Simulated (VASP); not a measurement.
Write the native input for VASP 6.6.1 that does the following.

- Task: single point
- Functional: LDA
- Potentials or basis: VASP PAW LDA potentials, release 64 (Ni)
- Cutoff: 520 eV
- k mesh: 9 × 9 × 1
- Occupations: fermi-dirac, width 0.05 eV
- Spin: collinear spin, ferromagnetic start
- Starting moments: [1.0] μB
- Hubbard terms: Ni d U = 4 eV
- Dipole correction: yes
- Further INCAR settings: ALGO = Normal; EDIFF = 1e-06

The structure of Ni lies in POSCAR:

```
Ni
1.0
    2.2591100000      0.0000000000      0.0000000000
    0.0000000000      2.2591100000      0.0000000000
    0.0000000000      0.0000000000     23.8000000000
Ni
1
Direct
    0.5000000000      0.5000000000      0.2941200000
```

The cell was built by a generator and needn't be a form met in nature.

The input as run:

INCAR

```
PREC = Accurate
ENCUT = 520
EDIFF = 1E-6
ISMEAR = -1
SIGMA = 0.05
LREAL = False
LASPH = True
NELM = 100
ALGO = Normal
ISIF = 2
LWAVE = False
LCHARG = False
ISPIN = 2
MAGMOM = 1
LORBIT = 11
LMAXMIX = 4
LDAU = True
LDAUTYPE = 2
LDAUL = 2
LDAUU = 4
LDAUJ = 0
LDAUPRINT = 1
LDIPOL = True
IDIPOL = 3
DIPOL = 0.5 0.5 0.294
```

KPOINTS

```
regular mesh
0
Gamma
  9 9 1
```

Potentials or basis: VASP PAW LDA potentials, release 64 (Ni).

The run is started by

```sh
$ cat potpaw_LDA.64/Ni/POTCAR > POTCAR
$ mpirun -np 1 vasp_std > vasp.out
```

Results of the run:

| Quantity | Value |
| --- | --- |
| Band gap on the k mesh | none (metal or under the smearing width) |
| Net moment | 0.91 μB per cell |
| Site moments | Ni +0.97 μB |
| Valence electrons inside the program's atomic spheres | Ni 9.26 |

Caveat: the U is typed as a test and isn't derived for this compound.

Run time: 53 s on 1 thread of Intel(R) Xeon(R) Platinum 8488C (Sapphire Rapids), with other jobs on the host, peak memory 0.21 GiB.
